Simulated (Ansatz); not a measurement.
**CdI2 (CdI2 type): the band gap by level of theory**

All numbers come from Ansatz 0.2.0. The values are computed, non-magnetic, and not measurements.

Structure: CdI2 built on the CdI2 prototype, at its r2SCAN+rVV10 minimum. It is trigonal, P-3m1 (No. 164); conventional cell a = 4.247 Å, c = 6.895 Å, 35.90 Å³ an atom. Cd has 6 I at 2.99 Å; I has 3 Cd at 2.99 Å.

```
Cd I
1.0
     4.24701    0.00000    0.00000
    -2.12350    3.67802    0.00000
     0.00000    0.00000    6.89503
Cd I
1 2
Cartesian
  0.0000 0.0000 0.0000
  0.0000 2.4520 1.7196
  2.1235 1.2260 5.1755
```

Gaps on the r2SCAN+rVV10 cell, each the least over its mesh and the special points:
```
  level   k mesh  gap (eV)      kind                                       edges  least direct gap (eV)        rough cost
PBE+SOC  12×12×4      2.02  indirect                       A → (0, 0.456, 0.359)                   2.30  2.1 core-minutes
 r2SCAN  12×12×4      2.78  indirect  (-0.120, 0.120, 0.214) → (0, 0.456, 0.359)                   3.15   40 core-seconds
  HSE06    6×6×4      3.28  indirect  (-0.120, 0.120, 0.214) → (0, 0.456, 0.359)                   3.65    7 core-minutes
   PBE0    6×6×4      3.97  indirect  (-0.120, 0.120, 0.214) → (0, 0.456, 0.359)                   4.32    7 core-minutes
```
Wave cutoffs: 420 eV, 500 eV (r2SCAN).
Points off the special ones are mesh points or PBE's searched band edges, reused at the other levels. PBE's own run along the path (2.36 eV) came before the search for the edges and missed one, so it isn't listed.
Costs come from shared machines and give only the order. The runs had 2 threads of Arm Neoverse V1 (shared host).

The HSE06 gap is indirect, 3.28 eV (k = (-0.120, 0.120, 0.214) to k = (0, 0.456, 0.359)), below the direct gap of 3.65 eV at Γ.

All these functionals give a gap of the same kind, indirect.

r2SCAN (ground state on 6×6×4): The electronic dielectric tensor ε∞ is 5.10 along x and y, 4.32 along z. Born charges, averaged over directions: Cd +2.53, I -1.27 e.

Only the levels marked +SOC include spin-orbit coupling.

Coordinates of k points refer to the reciprocal vectors of the primitive cell of the runs.

The meshes of the hybrids are coarse, so their gaps aren't converged to the digits shown.
